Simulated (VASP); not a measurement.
Here is a VASP 6.6.1 calculation.

File INCAR:

```
SYSTEM = Ca
ALGO = Fast ; EDIFF = 1E-6
ENCUT = 520 ; GGA = PS
ISIF = 2 ; ISMEAR = 0
LASPH = .TRUE. ; LCHARG = .FALSE.
LREAL = .FALSE. ; LWAVE = .FALSE.
NBANDS = 11 ; NELM = 100
PREC = Accurate ; SIGMA = 0.1
```

KPOINTS

```
k-points
0
G
  14 14 14
  0 0 0
```

File POSCAR:

```
Ca
1.0
   -2.0771788105      2.1208365522      2.4514413876
    2.0771788105     -2.1208365522      2.4514413876
    2.0771788105      2.1208365522     -2.4514413876
Ca
1
Direct
    0.5000000000      0.5000000000      0.0000000000
```

Potentials or basis: VASP PAW PBE potentials, release 64 (Ca_sv).

Run with:

```sh
$ cat potpaw_PBE.64/Ca_sv/POTCAR > POTCAR
$ mpirun -np 1 vasp_std > vasp.out
```

(1) Predict the pressure.

(2) What does it give for the band gap on the k mesh?

Answers

(1) -1.0 GPa.

(2) none (metal or under the smearing width).

Caveat: the PAW data sets were made with another functional, which shifts forces and pressure a little.
